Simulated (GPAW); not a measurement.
GaSb, 2 atoms in the cell. It takes space group F-43m (No. 216, cubic). The conventional cell has a = 6.118 Å, b = 6.118 Å, c = 6.118 Å, α = 90.00°, β = 90.00°, γ = 90.00°. Sb (site symmetry -43m) is surrounded by 4 Ga at 2.65 Å. Ga (site symmetry -43m) has 4 Sb at 2.65 Å as nearest neighbours. 

| Property | Result |
| --- | --- |
| Program | GPAW 26.7.0 |
| Task | single point |
| Functional | PBE |
| Potentials or basis | GPAW PAW data sets (gpaw-data 1.2.1) |
| Cutoff | 600 eV |
| Basis | pw |
| k mesh | 8 × 8 × 8 |
| Occupations | gaussian, width 0.014 eV |
| Spin | no spin polarisation |
| Maxiter | 150 |

Potentials or basis: GPAW PAW data sets (gpaw-data 1.2.1), pw.

The run is started by

```bash
$ OMP_NUM_THREADS=1 python run.py
```

Hardware: 1 thread of Arm Neoverse V2, on a shared host.

**Question.** How long does it take, and how much memory?

**Answer.** Run time: 12 s on 1 thread of Arm Neoverse V2, with other jobs on the host, peak memory 0.17 GiB. Counts: scf iterations 9, plane waves 1926, bands 18, k points 29.
